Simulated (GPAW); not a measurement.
# Ge (Fd-3m) in GPAW: a series of runs, part 2 of 2

GPAW 26.7.0. The steps go on from the part before.

## Step 3: Single point, PBE

The input, run.py:

```python
from ase.dft.bandgap import bandgap
from ase.io import read, write
from ase.units import GPa
from gpaw import GPAW, PW

atoms = read('Ge.xyz')

calc = GPAW(mode=PW(600),
            xc='PBE',
            kpts={'size': (8, 8, 8), 'gamma': True},
            occupations={'name': 'methfessel-paxton', 'order': 0, 'width': 0.011},
            nbands=11,
            convergence={'density': 1e-05, 'energy': 1e-05},
            maxiter=150,
            txt='gpaw.txt')
atoms.calc = calc
energy = atoms.get_potential_energy()
forces = atoms.get_forces()
stress = atoms.get_stress()
calc.write('gs.gpw')
write('result.traj', atoms)
print(f'Energy: {energy:.6f} eV')
print('Forces (eV/A):')
print(forces.round(4))
print('Stress (GPa):', (stress / GPa).round(3))
print('Fermi level:', round(calc.get_fermi_level(), 4), 'eV')
print(f'Gap: {bandgap(calc)[0]:.4f} eV, direct: {bandgap(calc, direct=True)[0]:.4f} eV')
```

The input, Ge.xyz:

```xyz
2
Lattice="0.0000000000 2.8289100000 2.8289100000 2.8289100000 0.0000000000 2.8289100000 2.8289100000 2.8289100000 0.0000000000" Properties=species:S:1:pos:R:3 pbc="T T T"
Ge     4.2433650000      4.2433650000      4.2433650000
Ge     2.8289100000      2.8289100000      2.8289100000
```

Potentials or basis: GPAW PAW data sets (gpaw-data 1.2.1), pw.

Run with:

```
$ OMP_NUM_THREADS=1 python run.py
```

gpaw.txt:

```text
__  _  _
 | _ |_)|_||  |
 |__||  | ||/\| - 26.7.0

Input parameters:
  mode=PW(ecut=600.0),
  convergence={'density': 1e-05, 'energy': 1e-05},
  kpts=MonkhorstPack(size=(8, 8, 8), gamma=True),
  maxiter=150,
  nbands=11,
  occupations=Occupations(name='methfessel-paxton', order=0, width=0.011),
  xc=XC(name='PBE')

Diagonalizing LCAO Hamiltonian
Converting LCAO to pw mode

           Ge

       Ge

Atoms  # Å, Bohr magnetons
|   | symbol |        x |        y |        z |    initial magnetic moments |
|---|--------|----------|----------|----------|-----------------------------|
| 0 |     Ge | 4.243365 | 4.243365 | 4.243365 | ( 0.0000,  0.0000,  0.0000) |
| 1 |     Ge | 2.828910 | 2.828910 | 2.828910 | ( 0.0000,  0.0000,  0.0000) |

Unit cell  # Å
| periodic |        x |        y |        z |  lengths |    angles |
|----------|----------|----------|----------|----------|-----------|
|      yes | 0.000000 | 2.828910 | 2.828910 | 4.000683 | 60.000000 |
|      yes | 2.828910 | 0.000000 | 2.828910 | 4.000683 | 60.000000 |
|      yes | 2.828910 | 2.828910 | 0.000000 | 4.000683 | 60.000000 |

Number of symmetries: 24
Symmetry operations  # r_c * U_cc + t_c -> r_c
|    | kind |            matrix            |
|----|------|------------------------------|
|  0 |  E   |  1, 0, 0,  0, 1, 0,  0, 0, 1 |
|  1 |  σ   |  1, 0, 0,  0, 0, 1,  0, 1, 0 |
|  2 |  σ   |  1, 0,-1,  0, 1,-1,  0, 0,-1 |
|  3 |  C3  |  1, 0,-1,  0, 0,-1,  0, 1,-1 |
|  4 |  C3  |  1,-1, 0,  0,-1, 1,  0,-1, 0 |
|  5 |  σ   |  1,-1, 0,  0,-1, 0,  0,-1, 1 |
|  6 |  σ   |  0, 1, 0,  1, 0, 0,  0, 0, 1 |
|  7 |  C3  |  0, 1, 0,  0, 0, 1,  1, 0, 0 |
|  8 |  C2  |  0, 1,-1,  1, 0,-1,  0, 0,-1 |
|  9 |  S4  |  0, 1,-1,  0, 0,-1,  1, 0,-1 |
| 10 |  C3  |  0, 0, 1,  1, 0, 0,  0, 1, 0 |
| 11 |  σ   |  0, 0, 1,  0, 1, 0,  1, 0, 0 |
| 12 |  S4  |  0, 0,-1,  1, 0,-1,  0, 1,-1 |
| 13 |  C3  |  0, 0,-1,  0, 1,-1,  1, 0,-1 |
| 14 |  S4  |  0,-1, 1,  1,-1, 0,  0,-1, 0 |
| 15 |  C2  |  0,-1, 1,  0,-1, 0,  1,-1, 0 |
| 16 |  C3  |  0,-1, 0,  1,-1, 0,  0,-1, 1 |
| 17 |  S4  |  0,-1, 0,  0,-1, 1,  1,-1, 0 |
| 18 |  S4  | -1, 1, 0, -1, 0, 1, -1, 0, 0 |
| 19 |  C3  | -1, 1, 0, -1, 0, 0, -1, 0, 1 |
| 20 |  C3  | -1, 0, 1, -1, 1, 0, -1, 0, 0 |
| 21 |  S4  | -1, 0, 1, -1, 0, 0, -1, 1, 0 |
| 22 |  σ   | -1, 0, 0, -1, 1, 0, -1, 0, 1 |
| 23 |  C2  | -1, 0, 0, -1, 0, 1, -1, 1, 0 |

BZ-sampling:
  Number of BZ points: 512
  Number of IBZ points: 29

  Monkhorst-Pack size: [8, 8, 8]
  Monkhorst-Pack shift: [0.0625, 0.0625, 0.0625]

K-points  # in reciprocal-cell coordinates
|     |                                coordinates |     weight |
|-----|--------------------------------------------|------------|
|   0 | (  0.00000000,   0.00000000,   0.00000000) | 0.00195312 |
|   1 | (  0.12500000,   0.12500000,   0.00000000) | 0.01171875 |
|   2 | (  0.12500000,   0.12500000,   0.12500000) | 0.01562500 |
|   3 | (  0.25000000,   0.12500000,   0.12500000) | 0.02343750 |
|   4 | (  0.25000000,   0.25000000,   0.00000000) | 0.01171875 |
|   5 | (  0.25000000,   0.25000000,   0.12500000) | 0.04687500 |
|   6 | (  0.25000000,   0.25000000,   0.25000000) | 0.01562500 |
|   7 | (  0.37500000,   0.25000000,  -0.37500000) | 0.04687500 |
|   8 | (  0.37500000,   0.25000000,   0.12500000) | 0.04687500 |
|   9 | (  0.37500000,   0.25000000,   0.25000000) | 0.04687500 |
| ... |                                            |            |
|  28 | (  0.50000000,   0.50000000,   0.50000000) | 0.00781250 |

Plane wave coefficients: 1540
Cutoff: 600.0 eV

Spin-components: 1 (collinear spins)
Bands:           11
Projectors:      10
Spin-degeneracy: 2
Datatype:        complex128

Parallelization:
  kpt:    1
  domain: 1
  band:   1

Density:
  Valence electrons: 8.0
  Components: 1
  Grid points: [24 24 24]
  Charge: 0.0  # |e|

Potential:
  Grid points: [24 24 24]

species:
  Ge:
    name:    Germanium
    Z:       32.0
    valence: 4
    core:    28
    charge:  0.0  # [|e|]
    compensation charges:
      type: gauss
      rc: 0.32  # [Å]
      lmax: 2
    cutoffs:
      filter: 1.77  # [Å]
      core: 3.42  # [Å]
    projectors
    | kind |    occ | energy [eV] | rcut [Å] |
    |------|--------|-------------|----------|
    |   4s |  2.000 |     -11.726 |    1.005 |
    |   4p |  2.000 |      -3.896 |    1.005 |
    |    s |        |      15.485 |    1.005 |
    |    p |        |      23.315 |    1.005 |
    |    d |        |       0.000 |    1.005 |

    Using partial waves for Ge as LCAO basis

Reference energy: -114195.275705  # eV

eigensolver:
  PPCG
  Converge bands: occupied
  niter=2

density mixing:
  MSR1-Mixer
  Pratt-step length: 0.05
  Maximum mixing coefficient: 0.75
  Old densities: 10
  SVD Regularization: 0.005
  Good broyden scale: 1.0
  Trust region scale: 1.0
  Backstep threshold: 4.0
  History deletion threshold: 6.0
  Fourier metric: weight=20.0, sigma=0.015

occupation numbers:
  Methfessel-Paxton:
    width: 0.0110  # eV
    order: 0

poisson solver:
  ecut: 4800.0  # eV

xc functional:
  name: PBE with 2 nearest neighbor stencil

convergence criteria:
- Maximum integral of absolute [dens]ity change: 1e-05 electrons / valence electron
- Maximum [total energy] change in last 3 cyles: 1e-05 eV / valence electron
- Maximum integral of absolute [eigenst]ate change: 4e-08 eV^2 / valence electron
maximum number of iterations: 150

SCF iterations
|iter     | |      energy | eigst |  dens |
|---------|-|-------------|-------|-------|
|iter:   1| |   -9.029617 | -0.45 |       |
|iter:   2| |   -9.026819 | -2.72 | -0.91 |
|iter:   3| |   -8.995515 | -2.68 | -0.93 |
|iter:   4| |   -8.995548 | -3.59 | -1.53 |
|iter:   5| |   -8.995637 | -5.23 | -2.48 |
|iter:   6| |   -8.995643 | -6.77 | -3.16 |
|iter:   7| |   -8.995644c| -7.89c| -3.75 |
|iter:   8| |   -8.995644c| -8.44c| -5.09c|

Converged in 8 steps
Energy contributions relative to reference atoms: (reference = -114195.275705)

Energy contributions:
  Kinetic:          26.103550
  Coulomb:         -23.288486
  Zero:              0.005563
  External:          0.000000
  Xc:              -11.816271
  Entropy:          -0.000000
  Spinorbit:         0.000000
  ----------------------------
  Free energy:      -8.995644
  Extrapolated:     -8.995644

dipole moment: (3.691731, 3.691731, 3.691731)  # |e|*Ang

Fermi level: 6.025
Eigenvalues  # (at kpt = [0.000, 0.000, 0.000])
| band index |      eig [eV] | occ [0-2] |
|------------|---------------|-----------|
|          0 |        -6.778 |     2.000 |
|          1 |         5.979 |     2.000 |
|          2 |         5.979 |     2.000 |
|          3 |         5.979 |     2.000 |
|          4 |         6.069 |     0.000 |
|          5 |         8.538 |     0.000 |
|          6 |         8.538 |     0.000 |
|          7 |         8.538 |     0.000 |
|          8 |        12.428 |     0.000 |
|          9 |        15.366 |     0.000 |
|         10 |        15.369 |     0.000 |

Gap: 0.090 eV
Transition (v -> c):
  (s=0, k=0, n=3, [0.00, 0.00, 0.00]) -> (s=0, k=0, n=4, [0.00, 0.00, 0.00])
No difference between direct/indirect transitions

Forces  # eV/Ang
|       x |        y |        z |
|---------|----------|----------|
| 0.00000 | -0.00000 |  0.00000 |  # Ge   0
| 0.00000 | -0.00000 | -0.00000 |  # Ge   1

Stress tensor  # eV/Ang^3
|         x |         y |         z |
|-----------|-----------|-----------|
| -0.023958 | -0.000000 |  0.000000 |
| -0.000000 | -0.023958 |  0.000000 |
|  0.000000 |  0.000000 | -0.023958 |

# Writing to gs.gpw (mode='')
```

Run time: 9.4 s. Hardware: 1 thread of Arm Neoverse V1, shared host; peak memory 0.14 GiB.

What came out:

```yaml
Free_energy: -8.9956 eV
Pressure: 3.8 GPa
Band_gap_on_the_k_mesh: 0.09 eV, direct
```

## Step 4: Relaxation of cell and atoms, PBE, target pressure 10 GPa, at which the enthalpy is minimised

The input, run.py:

```python
from ase.filters import FrechetCellFilter
from ase.io import read, write
from ase.optimize import BFGS
from ase.units import GPa
from gpaw import GPAW, PW

atoms = read('Ge.xyz')

calc = GPAW(mode=PW(600),
            xc='PBE',
            kpts={'size': (8, 8, 8), 'gamma': True},
            occupations={'name': 'fermi-dirac', 'width': 0.05},
            nbands=11,
            convergence={'density': 1e-05, 'forces': 0.0001},
            maxiter=150,
            txt='gpaw.txt')
atoms.calc = calc
opt = BFGS(FrechetCellFilter(atoms, scalar_pressure=10 * GPa), trajectory='relax.traj', logfile='-')
done = opt.run(fmax=0.01, steps=60)
calc.write('gs.gpw')
write('result.traj', atoms)
print('Converged:', done)
print('Cell:', atoms.cell.cellpar().round(4))
print('Volume:', round(atoms.get_volume(), 4))
print(atoms.get_scaled_positions().round(5))
```

Ge.xyz is that of step 3.

Run with:

```
$ OMP_NUM_THREADS=1 python run.py
```

It took 36 s on 1 thread of Arm Neoverse V1, shared host; peak memory 0.18 GiB.

Results (log left out):

```yaml
Free_energy: -8.8728 eV
Relaxed_volume: 21.18 Å³/atom
Relaxed_cell: a = 3.913 Å, b = 3.913 Å, c = 3.913 Å, α = 60.00°, β = 60.00°, γ = 60.00°
Space_group_after_relaxing_to_0.05_Å: Fd-3m (No. 227)
Energy_change_on_relaxing_the_enthalpy_is_what_falls: +61.4 meV/atom
Ionic_steps: 4
Pressure_after_relaxing: 10.0 GPa
Band_gap_on_the_k_mesh: 0.42 eV, indirect (least direct gap 0.72 eV)
```

The path:
```csv
step,energy change (eV),largest force (eV/Å),pressure (GPa),volume (Å³)
1,0.0000,0.0000,3.90,45.28
2,0.0240,0.0000,5.38,44.45
3,0.1372,0.0000,10.54,42.14
4,0.1228,0.0000,9.97,42.36
```

Final structure:
```yaml
crystal:
  lattice:
    - [0.00000, 2.76689, 2.76689]
    - [2.76689, 0.00000, 2.76689]
    - [2.76689, 2.76689, 0.00000]
  atoms:
    - { symbol: Ge, position: [0.75000, 0.75000, 0.75000] }
    - { symbol: Ge, position: [0.50000, 0.50000, 0.50000] }
```

Levels at points of the mesh, in eV from the valence-band top:
```
           k point  band 2  band 3  band 4  band 5  band 6  band 7
(0.00, 0.00, 0.00)    0.00    0.00    0.00    0.72    2.58    2.58
(0.50, 0.50, 0.00)   -9.15   -3.32   -3.32    0.64    0.64   10.10
(0.50, 0.50, 0.50)   -7.92   -1.51   -1.51    0.42    3.77    3.77
```

Caveat: later steps reuse the first step's grids.

## Step 5: The runs side by side

| task | cell | k mesh | cutoff (eV) | smearing | maxiter | optimizer | fmax | max steps | target pressure | gap on the mesh (eV) | pressure (GPa) |
| --- | --- | --- | --- | --- | --- | --- | --- | --- | --- | --- | --- |
| single point | volume scaled by 1.08 | 6 × 6 × 6 | 500 | fermi-dirac 0.05 eV | 80 | - | - | - | - | none | -1.0 |
| single point | as given | 8 × 8 × 8 | 600 | gaussian 0.011 eV | 150 | - | - | - | - | 0.09 | 3.8 |
| relaxation of cell and atoms | relaxed to 10 GPa | 8 × 8 × 8 | 600 | fermi-dirac 0.05 eV | 150 | BFGS | 0.01 eV/Å | 60 | 10 GPa | 0.42 | 10.0 |

Alike in all rows: level PBE; potentials or basis GPAW PAW data sets (gpaw-data 1.2.1), pw; no spin polarisation.

Caveats: the cutoff is short for stress and forces, so pressures can be off by a GPa or more (some runs); later steps reuse the first step's grids (some runs).

Total energies depend on the potentials used, so only differences within one code and one set of settings carry meaning.

## Step 6: Comparison with measurements

Step 3. Measured gap of Ge: 0.807 eV (direct; 300 K; “Electronic and optical properties of SixGe1-x-ySny alloys lattice-matched to Ge”, 2021, arxiv:2109.02782). This calculation gives 0.09 eV (-0.72 eV). 3 values of this kind are on record (0.666 to 0.807 eV); this one was drawn at random among those near their median. Spin-orbit coupling on Ge is left out. The value is that of PBE on a finite k mesh, which can miss the band edges, without temperature or zero-point motion. Semilocal functionals fall short of measured gaps as a rule.
